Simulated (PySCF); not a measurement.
Identify the unknown among the candidates.

All candidates are C6H15N.

| technique | computed result |
| --- | --- |
| UV, first state | lowest singlet excitation: 6.21 eV (200 nm, f = 0.022) [TDDFT PBE0/def2-SVPD] |
| UV, strongest line | among the 6 lowest singlet transitions: S5 at 8.03 eV (154 nm, f = 0.054) [TDDFT PBE0/def2-SVPD] |
| Rotational structure | rotational constants A, B, C: 4.106, 1.404, 1.390 GHz [PBE0-D3(BJ)/def2-SVP] |
| Polarisability | 84.7 au [PBE0/def2-SVPD] |
| Dipole | 1.37 D [PBE0/def2-SVPD] |

Gas-phase values; electronic properties from PySCF, density fitting. Levels stand in brackets. One conformer (not necessarily the lowest) at the PBE0-D3(BJ)/def2-SVP geometry, without solvent, vibrations or thermal averaging.

Question: Which candidate is it?
A. `CCN(CC)CC`
B. `CNCC(C)(C)C`
C. `CC(C)[C@H](C)CN`
D. `CC(C)(C)CCN`

Answer: D. It is `CC(C)(C)CCN`. Numbering: `[CH3:1][C:2]([CH3:3])([CH3:4])[CH2:5][CH2:6][NH2:7]`. Its formula, C6H15N, gives 0 degrees of unsaturation, so no ring and no π bond. The optimised geometry has point group Cs and is an asymmetric top.

The others, at the same levels:
- `CC(C)[C@H](C)CN` fails: its computed strongest line among the 6 lowest singlet transitions is S4 at 7.41 eV (167 nm, f = 0.055) (against S5 at 8.03 eV), rotational constant A is 3.085 GHz (against 4.106 GHz) and smallest rotational constant is 1.573 GHz (against 1.390 GHz).
- `CCN(CC)CC` fails: its computed lowest singlet excitation is 5.54 eV (224 nm, f = 0.018) (against 6.21 eV), rotational constant A is 2.809 GHz (against 4.106 GHz) and dipole moment is 0.51 D (against 1.37 D).
- `CNCC(C)(C)C` fails: its computed lowest singlet excitation is 5.82 eV (213 nm, f = 0.005) (against 6.21 eV), smallest rotational constant is 1.467 GHz (against 1.390 GHz) and dipole moment is 0.83 D (against 1.37 D).

Each candidate is one conformer, not necessarily the lowest. Dipoles, sizes and rotational constants follow the conformer. The torsions of the flexible species, by atom-mapped SMILES:
- `[CH3:1][C:2]([CH3:3])([CH3:4])[CH2:5][CH2:6][NH2:7]`: C1–C2–C5–C6 180°, C2–C5–C6–N7 180°, H–N7–C6–C5 -58°, H–N7–C6–C5 58°
- `[CH3:1][CH:2]([CH3:3])[C@H:4]([CH3:5])[CH2:6][NH2:7]`: C1–C2–C4–C5 -71°, C2–C4–C6–N7 -57°, H–N7–C6–C4 -70°, H–N7–C6–C4 172°
- `[CH3:1][CH2:2][N:3]([CH2:4][CH3:5])[CH2:6][CH3:7]`: C1–C2–N3–C4 69°, C2–N3–C4–C5 150°, C2–N3–C6–C7 -60°
- `[CH3:1][NH:2][CH2:3][C:4]([CH3:5])([CH3:6])[CH3:7]`: C1–N2–C3–C4 174°, N2–C3–C4–C5 180°
